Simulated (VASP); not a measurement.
Crystal: ZnSe (Stilleite).

```
Se Zn
1.0
     0.00000    2.83380    2.83380
     2.83380    0.00000    2.83380
     2.83380    2.83380    0.00000
Se Zn
1 1
Cartesian
  4.2507 4.2507 4.2507
  0.0000 0.0000 0.0000
```

Base run:

| Quantity | Value |
| --- | --- |
| Program | VASP 6.6.1 |
| Functional | PBE |
| Potentials or basis | VASP PAW PBE potentials, release 54 (Se, Zn) |
| Cutoff | 520 eV |
| k mesh | 8 × 8 × 8 |
| Occupations | gaussian, width 0.05 eV |
| Spin | no spin polarisation |

Its results: band gap on the k mesh 1.29 eV, direct; pressure 2.3 GPa.

Problem. The run is repeated on the same cell with these changes: functional from PBE to RPBE; further incar settings from ALGO = Normal; EDIFF = 1.00e-06; NBANDS = 16 to ALGO = Normal; EDIFF = 1e-06. What comes out?

Solution. Band gap on the k mesh 1.45 eV, direct; pressure 4.6 GPa.

Caveats: the PAW data sets were made with another functional, which shifts forces and pressure a little (some runs).

